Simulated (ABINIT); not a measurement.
Pt: equation of state with BLYP

Pt:

```
CELL_PARAMETERS angstrom
0.00000 1.96090 1.96090
1.96090 0.00000 1.96090
1.96090 1.96090 0.00000
ATOMIC_POSITIONS crystal
Pt 0.00000 0.00000 0.00000
```

| Item | Value |
| --- | --- |
| Program | ABINIT 10.8.3 (patched build) |
| Task | equation of state |
| Functional | BLYP |
| Potentials or basis | JTH PAW PBE v2.0 |
| Cutoff | 435 eV |
| k mesh | 12 × 12 × 12 |
| Occupations | fermi-dirac, width 0.05 eV |
| Spin | no spin polarisation |

```yaml
Equilibrium_volume: "16.69 Å³/atom (rough: see the caveat)"
Bulk_modulus: 197 GPa (rough)
```

Energy against volume, from the lowest point:
```tsv
volume (Å³/atom)	energy (meV/atom)
14.175	314.38
14.477	227.34
14.778	156.38
15.080	99.66
15.381	55.61
15.683	22.84
15.985	0.00
```

Run time: 58 s on 1 thread of Arm Neoverse V1, with other jobs on the host, peak memory 0.13 GiB.

Caveat: pressures at fixed basis lie under the slope of the energies; the minimum lies outside the volumes run; the PAW data sets were made with another functional, which shifts forces and pressure a little. Spin-orbit coupling is left out, which matters for the levels of Pt.
